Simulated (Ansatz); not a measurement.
# ZnS: vibrational free energy, entropy and heat capacity

These are results of DFT PBE, scalar-relativistic, plane waves, PAW (Ansatz 0.2.0), not measurements. Plane waves to 420 eV; Γ-centred k mesh 12×12×6; fixed occupations. No spin polarisation. Phonons by linear response, acoustic sum rule imposed.

Equilibrium structure at this level:
```yaml
crystal:
  lattice:
    - [3.84523, 0.00000, 0.00000]
    - [-1.92262, 3.33007, 0.00000]
    - [0.00000, 0.00000, 6.30550]
  atoms:
    - { symbol: Zn, position: [0.33333, 0.66667, 0.00524] }
    - { symbol: Zn, position: [0.66667, 0.33333, 0.50524] }
    - { symbol: S, position: [0.33333, 0.66667, 0.37976] }
    - { symbol: S, position: [0.66667, 0.33333, 0.87976] }
```

It was relaxed at this level from a cell as deposited in COD. The q mesh is coarse, so values between its points are rough.

Force constants from linear response on a 2×2×1 q mesh, interpolated to a fine mesh.

Phonon density of states, in bins of 5 cm⁻¹:
```tsv
bin centre (cm⁻¹)	share of modes (%)
2.5	0.0
7.5	0.0
12.5	0.0
17.5	0.1
22.5	0.1
27.5	0.1
32.5	0.2
37.5	0.3
42.5	0.4
47.5	0.5
52.5	0.7
57.5	0.9
62.5	1.2
67.5	1.6
72.5	2.2
77.5	2.7
82.5	3.9
87.5	4.7
92.5	3.4
97.5	2.3
102.5	1.9
107.5	2.1
112.5	2.3
117.5	2.3
122.5	1.0
127.5	0.5
132.5	0.3
137.5	0.4
142.5	0.5
147.5	0.6
152.5	0.7
157.5	0.9
162.5	1.3
167.5	2.2
172.5	2.7
177.5	2.9
182.5	1.7
187.5	0.5
192.5	0.0
197.5	0.0
202.5	0.0
207.5	0.0
212.5	0.0
217.5	0.0
222.5	0.0
227.5	0.0
232.5	0.0
237.5	0.0
242.5	0.0
247.5	0.0
252.5	0.0
257.5	0.1
262.5	0.8
267.5	2.7
272.5	4.1
277.5	5.6
282.5	6.1
287.5	5.7
292.5	4.0
297.5	4.0
302.5	0.8
307.5	5.1
312.5	4.8
317.5	4.0
322.5	2.1
327.5	0.1
```

Q: How much zero-point energy does an atom carry?

A: 37.6 meV.

Q: How large are the vibrational entropy and heat capacity at 300 K?

A: S = 3.68 k_B and C_V = 2.74 k_B per atom, 91 % of the Dulong–Petit value.

Q: Tabulate them against temperature.

A:
```csv
T (K),F_vib (meV/atom),S (k_B/atom),C_V (k_B/atom)
100,33.7,1.18,1.61
200,17.1,2.62,2.46
300,-10.3,3.68,2.74
400,-45.6,4.48,2.85
500,-87.1,5.12,2.90
600,-133.6,5.66,2.93
700,-184.3,6.11,2.95
800,-238.7,6.50,2.96
900,-296.3,6.85,2.97
1000,-356.7,7.17,2.97
```
